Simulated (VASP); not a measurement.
Input of a VASP 6.6.1 run:

File INCAR:

```
PREC     = Accurate       # precision mode
ENCUT    = 520            # plane-wave cutoff, eV
EDIFF    = 1E-6           # SCF threshold, eV
ISMEAR   = 0              # smearing method
SIGMA    = 0.15           # smearing width, eV
LREAL    = False          # projectors in reciprocal space
LASPH    = True           # aspherical terms in the spheres
NELM     = 100            # most SCF steps
ALGO     = Fast           # electronic algorithm
ISIF     = 2              # what is computed and relaxed
LWAVE    = False          # write WAVECAR
LCHARG   = True           # write CHGCAR
GGA      = PS             # functional
LELF     = True           # ELF
LVHAR    = True         
NBANDS   = 12             # bands
```

The input KPOINTS:

```
Automatic mesh
0
Gamma
  20 20 20
```

POSCAR

```
Zr
1.0
    1.1931964574      2.9829911435      2.9829911435
    2.9829911435      1.1931964574      2.9829911435
    2.9829911435      2.9829911435      1.1931964574
Zr
1
Direct
    0.0000000000      0.0000000000      0.0000000000
```

Potentials or basis: VASP PAW PBE potentials, release 64 (Zr_sv).

Run with:

```console
$ cat potpaw_PBE.64/Zr_sv/POTCAR > POTCAR
$ mpirun -np 1 vasp_std > vasp.out
```

(1) Estimate the band gap on the k mesh.

(2) What does it give for the pressure?

## Answers

(1) none (metal or under the smearing width).

(2) 28.2 GPa.

Caveat: a pressure of tens of GPa on the cell as given is suspect, and the run, the potentials or the cell itself is likely at fault; the PAW data sets were made with another functional, which shifts forces and pressure a little.
